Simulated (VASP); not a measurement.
Computed with PBEsol GGA, VASP's PBE PAW potentials (set 64) (plane waves; VASP).

A VASP calculation is set up with these files.

### POSCAR
```
BaF2
1.0
  0.0000000000   3.0884462059   3.0884462059
  3.0884462059   0.0000000000   3.0884462059
  3.0884462059   3.0884462059   0.0000000000
Ba F
1 2
Cart
  6.1768924118   3.0884462059   3.0884462059
  1.5442231029   1.5442231029   1.5442231029
  4.6326693088   4.6326693088   4.6326693088
```

### KPOINTS
```
Automatic
0
gamma
 6 6 6
```

**INCAR**
```
# general
SYSTEM   =  BaF2
PREC     =  Accurate
ENCUT    =  530   # plane-wave cut-off (eV)
LREAL    =  .False.
LASPH    =  .True.

# electronic loop
EDIFF    =  1E-6   # SCF stop (eV)
NELM     =  100
ALGO     =  Normal
LMAXMIX  =  4   # l cut-off of mixed one-centre charges

# smearing
ISMEAR   =  0   # Gaussian
SIGMA    =  0.05   # width (eV)

# functional
GGA      =  PS

# ions
IBRION   =  2   # conjugate gradients
NSW      =  60
ISIF     =  3   # ions, shape and volume
EDIFFG   =  -0.02   # ionic stop

# output
LWAVE    =  .False.
LCHARG   =  .False.
```

POTCAR, in this order: Ba_sv F (PBE.64 set). Program: vasp_std.

The run wrote:

File OSZICAR:
```
       N       E                     dE             d eps       ncg     rms          rms(c)
DAV:   1     0.153304033193E+03    0.15330E+03   -0.13238E+04   512   0.142E+03
DAV:   2    -0.131998627834E+02   -0.16650E+03   -0.16369E+03   640   0.291E+02
DAV:   3    -0.190585014095E+02   -0.58586E+01   -0.58519E+01   648   0.632E+01
DAV:   4    -0.191509207432E+02   -0.92419E-01   -0.92406E-01   664   0.712E+00
DAV:   5    -0.191548486753E+02   -0.39279E-02   -0.39279E-02   728   0.986E-01    0.809E+00
DAV:   6    -0.176472609624E+02    0.15076E+01   -0.82954E+00   512   0.227E+01    0.448E+00
DAV:   7    -0.176256466949E+02    0.21614E-01   -0.30599E-01   640   0.507E+00    0.225E+00
DAV:   8    -0.176312534289E+02   -0.56067E-02   -0.47046E-02   624   0.261E+00    0.274E-01
DAV:   9    -0.176390643830E+02   -0.78110E-02   -0.14258E-02   592   0.814E-01    0.153E-01
DAV:  10    -0.176418481712E+02   -0.27838E-02   -0.50964E-03   528   0.459E-01    0.401E-02
DAV:  11    -0.176418368734E+02    0.11298E-04   -0.24383E-04   672   0.122E-01    0.179E-02
DAV:  12    -0.176418739310E+02   -0.37058E-04   -0.87625E-05   512   0.631E-02    0.356E-03
DAV:  13    -0.176418741198E+02   -0.18876E-06   -0.91893E-07   600   0.736E-03
   1 F= -.17641874E+02 E0= -.17641874E+02  d E =-.176419E+02
```

OUTCAR:
```
------------------------ aborting loop because EDIFF is reached ----------------------------------------
  FORCE on cell =-STRESS in cart. coord.  units (eV):
  Direction    XX          YY          ZZ          XY          YZ          ZX
  --------------------------------------------------------------------------------------
  Total        0.0256654      0.0256654      0.0256654      0.0000000      0.0000000     -0.0000000
  in kB        0.6979257      0.6979257      0.6979257      0.0000000      0.0000000     -0.0000000
  external PRESSURE =       0.6979257 kB  Pullay stress =       0.0000000 kB
  volume of cell :       58.92
      direct lattice vectors                 reciprocal lattice vectors
     0.000000000  3.088446206  3.088446206    -0.161893705  0.161893705  0.161893705
     3.088446206  0.000000000  3.088446206     0.161893705 -0.161893705  0.161893705
     3.088446206  3.088446206  0.000000000     0.161893705  0.161893705 -0.161893705
 POSITION                                       TOTAL-FORCE (eV/Angst)
 -----------------------------------------------------------------------------------
      0.00000      0.00000      0.00000         0.000000     -0.000000      0.000000
      1.54422      1.54422      1.54422         0.000000      0.000000      0.000000
      4.63267      4.63267      4.63267        -0.000000     -0.000000     -0.000000
 -----------------------------------------------------------------------------------
    total drift:                                0.000000      0.000000      0.000000
  FREE ENERGIE OF THE ION-ELECTRON SYSTEM (eV)
  ---------------------------------------------------
  free  energy   TOTEN  =       -17.6418741198 eV

  energy  without entropy=      -17.6418741198  energy(sigma->0) =      -17.64187412

 reached required accuracy - stopping structural energy minimisation
```
(Selected blocks of OUTCAR.)

The compound is BaF2 in the fluorite structure. It was relaxed first. The start is the result of an earlier pass.
